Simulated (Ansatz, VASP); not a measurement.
One calculation of CdTe, two programs

```
CELL_PARAMETERS angstrom
3.10170 0.00000 0.00000
0.00000 3.10170 0.00000
0.00000 0.00000 3.10170
ATOMIC_POSITIONS crystal
Cd 0.00000 0.00000 0.00000
Te 0.50000 0.50000 0.50000
```

Alike in both runs: task single point; functional PBE; k mesh 11 × 11 × 11; occupations fermi-dirac, width 0.05 eV; no spin polarisation.

|  | VASP | Ansatz |
| --- | --- | --- |
| version | VASP 6.6.1 | Ansatz 0.2.0 |
| potentials or method | VASP PAW PBE potentials, release 64 (Cd, Te) | PAW with other files of Ansatz's library (level accurate), scalar-relativistic |
| plane-wave cutoff (eV) | 520 | 620 |
| valence electrons in the cell | 18 | 36 |

Ansatz gave:

```
pressure (GPa) : 118.7
```

Q: Which values does VASP return?

A: Pressure (GPa): 121.4.

With one functional, cell and mesh, what is left measures potentials, basis and numerics. The two sets of potentials don't hold the same shells in valence.

Caveats: the cell as given lies far from equilibrium; so large a pressure means that the cell lies far from this level's equilibrium, or that cutoff or potentials fall short (VASP). Spin-orbit coupling is left out, which matters for the levels of Te.
